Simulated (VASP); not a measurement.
# GaAs (F-43m) in VASP: Born charges and dielectric tensor with PBE

Aim: the Born charges and dielectric tensor of GaAs with PBE.

Program: VASP 6.6.1. These are calculated values, not measurements. Logs are shortened: lines on timing, memory, paths and dates and some standing lists are left out, and cuts for length are marked.

**Measured values to compare with.**

“Evidence of valence band perturbations in GaAsN/GaAs(001): A combined variable-angle spectroscopic ellipsometry and modulated photoreflectance investigation”, 2008, arxiv:0805.2212 reports, for a bulk crystal of GaAs at 300 K: band gap 1.418 ± 0.005 eV (direct).

From a printed reference work, textbook, for a bulk crystal of GaAs at 300 K: high-frequency dielectric constant 10.89.

How close the calculation comes is told below.

## 1. The crystal as given

It takes space group F-43m (No. 216, cubic). Conventional cell: a = 5.750 Å, b = 5.750 Å, c = 5.750 Å, α = 90.00°, β = 90.00°, γ = 90.00°. Ga (site symmetry -43m) has 4 As at 2.49 Å as nearest neighbours. Around As (site symmetry -43m) lie 4 Ga at 2.49 Å.

## 2. Born charges and dielectric tensor, PBE

The input, INCAR:

```
SYSTEM = GaAs
  PREC = Accurate
  ENCUT = 520
  EDIFF = 1E-8
  ISMEAR = 0
  SIGMA = 0.02
  LREAL = .False.
  LASPH = .True.
  NELM = 100
  ALGO = Normal
  ISIF = 2
  LWAVE = .False.
  LCHARG = .False.
  GGA = PE
  LEPSILON = .True.
  IBRION = 8
  NSW = 1
```

The input, KPOINTS:

```
regular mesh
0
Gamma
  10 10 10
  0 0 0
```

The input, POSCAR:

```
GaAs                                    
1.0
    0.0000000000      2.8751312581      2.8751312581
    2.8751312581      0.0000000000      2.8751312581
    2.8751312581      2.8751312581      0.0000000000
  Ga              As            
     1     1
Direct
     0.0000000000000000    0.0000000000000000    0.0000000000000000
     0.2500000000000000    0.2500000000000000    0.2500000000000000
```

Potentials or basis: VASP PAW PBE potentials, release 64 (Ga_d, As).

Started as:

```bash
cat potpaw_PBE.64/Ga_d/POTCAR potpaw_PBE.64/As/POTCAR > POTCAR
mpirun -np 1 vasp_std > vasp.out
```

OUTCAR:

```text
SYSTEM = GaAs
   PREC = Accurate
   ENCUT = 520
   EDIFF = 1E-8
   ISMEAR = 0
   LREAL = .False.
   LASPH = .True.
   NELM = 100
   ISIF = 2
   GGA = PE
   LEPSILON = .True.
   IBRION = 8
   NSW = 1

 ion  position               nearest neighbor table
   1  0.000  0.000  0.000-   2 2.49   2 2.49   2 2.49   2 2.49
   2  0.250  0.250  0.250-   1 2.49   1 2.49   1 2.49   1 2.49

  LATTYP: Found a face centered cubic cell.
 ALAT       =     5.7502625162

  Lattice vectors:

 A1 = (   0.0000000000,   2.8751312581,   2.8751312581)
 A2 = (   2.8751312581,   0.0000000000,   2.8751312581)
 A3 = (   2.8751312581,   2.8751312581,   0.0000000000)

Analysis of symmetry for initial positions (statically):
=====================================================================
 Subroutine PRICEL returns:
 Original cell was already a primitive cell.

 Routine SETGRP: Setting up the symmetry group for a
 face centered cubic supercell.

 Subroutine GETGRP returns: Found 24 space group operations
 (whereof 24 operations were pure point group operations)
 out of a pool of 48 trial point group operations.

The static configuration has the point symmetry T_d .

Analysis of symmetry for dynamics (positions and initial velocities):
=====================================================================
 Subroutine PRICEL returns:
 Original cell was already a primitive cell.

 Routine SETGRP: Setting up the symmetry group for a
 face centered cubic supercell.

 Subroutine GETGRP returns: Found 24 space group operations
 (whereof 24 operations were pure point group operations)
 out of a pool of 48 trial point group operations.

The dynamic configuration has the point symmetry T_d .

 Subroutine INISYM returns: Found 24 space group operations
 (whereof 24 operations are pure point group operations),
 and found     1 'primitive' translations

----------------------------------------------------------------------------------------

                                     Primitive cell

  volume of cell :      47.5339

  direct lattice vectors                    reciprocal lattice vectors
     0.000000000  2.875131258  2.875131258    -0.173905104  0.173905104  0.173905104
     2.875131258  0.000000000  2.875131258     0.173905104 -0.173905104  0.173905104
     2.875131258  2.875131258  0.000000000     0.173905104  0.173905104 -0.173905104

  length of vectors
     4.066049619  4.066049619  4.066049619     0.301212476  0.301212476  0.301212476

  position of ions in fractional coordinates (direct lattice)
     0.000000000  0.000000000  0.000000000
     0.250000000  0.250000000  0.250000000

  ion indices of the primitive-cell ions
   primitive index   ion index
                 1           1
                 2           2

----------------------------------------------------------------------------------------

 KPOINTS: regular mesh

Automatic generation of k-mesh.
 Grid dimensions read from file:
 generate k-points for:   10   10   10

 Generating k-lattice:

  Cartesian coordinates                     Fractional coordinates (reciprocal lattice)
[... 533 lines left out ...]
  ---------------------------------------------------
  ---------------------------------------------------
  free energy    TOTEN  =       -42.42501240 eV

  energy without entropy =      -42.42501240

------------------------ aborting loop because EDIFF is reached ----------------------------------------

--------------------------------------- Ionic step        2  -------------------------------------------

------------------------ aborting loop because EDIFF is reached ----------------------------------------

--------------------------------------- Ionic step        3  -------------------------------------------

------------------------ aborting loop because EDIFF is reached ----------------------------------------

 PIEZOELECTRIC TENSOR FIELD DIRECTION 3  (e Angst)
 -----------------------------------------------------------------------------
    -0.00174 -6.00926  0.00000           (  0.00000 -0.01585  0.00000)
    -6.00926 -0.00174  0.00000           ( -0.01585  0.00000  0.00000)
     0.00000  0.00000  0.00016           (  0.00000  0.00000 -0.00000)

 PIEZOELECTRIC TENSOR FIELD DIRECTION 3  (C/m^2)
 -----------------------------------------------------------------------------
    -0.00059 -2.02548  0.00000
    -2.02548 -0.00059  0.00000
     0.00000  0.00000  0.00005

--------------------------------------- Ionic step        4  -------------------------------------------

------------------------ aborting loop because EDIFF is reached ----------------------------------------

[... ionic steps 5 to 6 ...]

--------------------------------------- Ionic step        7  -------------------------------------------

 Free energy of the ion-electron system (eV)
  ---------------------------------------------------
  ---------------------------------------------------
  free energy    TOTEN  =        -0.04378479 eV

  energy without entropy =       -0.04378479

------------------------ aborting loop because EDIFF is reached ----------------------------------------

 INTERNAL STRAIN TENSOR  FOR ION    2  DIRECTION 1   (eV/Angst):
 -----------------------------------------------------------------------------
     0.00939  0.00000  0.00000
     0.00000 -0.00316 -5.88501
     0.00000 -5.88501 -0.00316

 MACROSCOPIC STATIC DIELECTRIC TENSOR (including local field effects in DFT)
 ------------------------------------------------------
         319.469367     0.000000    -0.000000
           0.000000   319.469367    -0.000000
           0.000000    -0.000000   319.469367
 ------------------------------------------------------

 PIEZOELECTRIC TENSOR (including local field effects)  for field in x, y, z        (e  Angst)
          XX          YY          ZZ          XY          YZ          ZX
  --------------------------------------------------------------------------------
  x    -0.00000     0.00000     0.00000     0.00000    -6.01652     0.00000
  y     0.00000     0.00000     0.00000     0.00000     0.00000    -6.01652
  z     0.00000    -0.00000     0.00000    -6.01652     0.00000     0.00000

 PIEZOELECTRIC TENSOR (including local field effects)  for field in x, y, z        (C/m^2)
          XX          YY          ZZ          XY          YZ          ZX
  --------------------------------------------------------------------------------
  x    -0.00000     0.00000     0.00000     0.00000    -2.02793     0.00000
  y     0.00000     0.00000     0.00000     0.00000     0.00000    -2.02793
  z     0.00000    -0.00000     0.00000    -2.02793     0.00000     0.00000

 BORN EFFECTIVE CHARGES (including local field effects) (in |e|, cummulative output)
 ---------------------------------------------------------------------------------
 ion    1
    1     2.67069     0.00000     0.00000
    2     0.00000     2.67069     0.00000
    3    -0.00000     0.00000     2.67069
 ion    2
    1    -2.67069     0.00000     0.00000
    2    -0.00000    -2.67069    -0.00000
    3     0.00000     0.00000    -2.67069

 INTERNAL STRAIN TENSOR FOR ION    2 for displacements in x,y,z  (eV/Angst):
          X           Y           Z          XY          YZ          ZX
  --------------------------------------------------------------------------------
  x     0.00000     0.00000     0.00000     0.00000    -5.88501     0.00000
  y     0.00000     0.00000     0.00000     0.00000     0.00000    -5.88501
  z     0.00000     0.00000     0.00000    -5.88501     0.00000     0.00000

 SECOND DERIVATIVES (NOT SYMMETRIZED)
 ------------------------------------
               1X          1Y          1Z          2X          2Y          2Z
  1X    -8.399240    0.000000    0.000000    8.399240    0.000000    0.000000
  1Y     0.000000   -8.399240    0.000000    0.000000    8.399240    0.000000
  1Z     0.000000    0.000000   -8.399240    0.000000    0.000000    8.399240
  2X     8.445448    0.000000    0.000000   -8.445448    0.000000    0.000000
  2Y     0.000000    8.445448    0.000000    0.000000   -8.445448    0.000000
  2Z     0.000000    0.000000    8.445448    0.000000    0.000000   -8.445448

 Eigenvectors and eigenvalues of the dynamical matrix
 ----------------------------------------------------

   1 f  =    7.549274 THz    47.433490 2PiTHz  251.816688 cm-1    31.221276 meV
             X         Y         Z           dx          dy          dz
      0.000000  0.000000  0.000000     0.000000    0.718750    0.000000
      1.437566  1.437566  1.437566     0.000000   -0.695269    0.000000
[... 21 lines left out ...]
   6 f/i=    0.010349 THz     0.065024 2PiTHz    0.345200 cm-1     0.042799 meV
             X         Y         Z           dx          dy          dz
      0.000000  0.000000  0.000000     0.000000    0.000000   -0.695269
      1.437566  1.437566  1.437566     0.000000    0.000000   -0.718750

--------------------------------------------------------------------------------------------------------

 MACROSCOPIC STATIC DIELECTRIC TENSOR IONIC CONTRIBUTION
 ------------------------------------------------------
           3.223856    -0.000000     0.000000
          -0.000000     3.223856     0.000000
           0.000000     0.000000     3.223856
 ------------------------------------------------------

 ELASTIC MODULI CONTR FROM IONIC RELAXATION (kBar)
 Direction    XX          YY          ZZ          XY          YZ          ZX
 --------------------------------------------------------------------------------
 XX          -0.0000     -0.0000     -0.0000     -0.0000     -0.0000     -0.0000
 YY          -0.0000     -0.0000     -0.0000     -0.0000     -0.0000     -0.0000
 ZZ          -0.0000     -0.0000     -0.0000     -0.0000     -0.0000     -0.0000
 XY          -0.0000     -0.0000     -0.0000   -136.8199     -0.0000     -0.0000
 YZ          -0.0000     -0.0000     -0.0000     -0.0000   -136.8199      0.0000
 ZX          -0.0000     -0.0000     -0.0000     -0.0000      0.0000   -136.8199
 --------------------------------------------------------------------------------

 PIEZOELECTRIC TENSOR IONIC CONTR  for field in x, y, z        (C/m^2)
          XX          YY          ZZ          XY          YZ          ZX
  --------------------------------------------------------------------------------
  x     0.00000     0.00000     0.00000     0.00000     0.62493    -0.00000
  y     0.00000     0.00000     0.00000     0.00000    -0.00000     0.62493
  z     0.00000     0.00000     0.00000     0.62493     0.00000     0.00000
```

It took 19 min on 1 thread of Intel Xeon Platinum 8259CL at 2.50GHz (Skylake/Cascade Lake), shared host; peak memory 0.42 GiB.

What came out:

```yaml
Band_gap_on_the_k_mesh: 0.14 eV, direct
Electronic_dielectric_tensor_diagonal: 319.47
Born_charges_mean_of_the_diagonal: Ga +2.67; As -2.67 e
Highest_phonon_frequency_at_Γ_LO-TO_splitting_left_out: 252 cm⁻¹
```

Phonon frequencies in cm⁻¹ (negative: imaginary):
| q point | frequencies |
| --- | --- |
| (0.000, 0.000, 0.000) | 0 0 0 252 252 252 |

Electronic dielectric tensor:
```
319.47   0.00   0.00
  0.00 319.47   0.00
  0.00   0.00 319.47
```

Born effective charge tensors (e):
atom 1, Ga
```
2.67 0.00 0.00
0.00 2.67 0.00
0.00 0.00 2.67
```
atom 2, As
```
-2.67  0.00  0.00
 0.00 -2.67  0.00
 0.00  0.00 -2.67
```

Caveat: the gap is small at this level, which inflates the dielectric constant.

## 3. Comparison with measurements

Step 2. A measured gap of GaAs is 1.418 eV (direct; 300 K; “Evidence of valence band perturbations in GaAsN/GaAs(001): A combined variable-angle spectroscopic ellipsometry and modulated photoreflectance investigation”, 2008, arxiv:0805.2212); the calculated 0.14 eV misses it by -1.27 eV. So large a miss can be the level of theory's own, or it may mean another phase, state or a wrong row. 3 values of this kind are on record (1.412 to 1.51 eV); this one was drawn at random among those near their median, those with a stated uncertainty first. Spin-orbit coupling on As, Ga is left out. The value is that of PBE, without temperature or zero-point motion. Semilocal functionals fall short of measured gaps as a rule. Measured high-frequency dielectric constant of GaAs: 10.89 (300 K; a printed reference work, textbook). This calculation gives 319.47 (+2833.6 %). So large a miss can be the level of theory's own, or it may mean another phase, state or a wrong row.
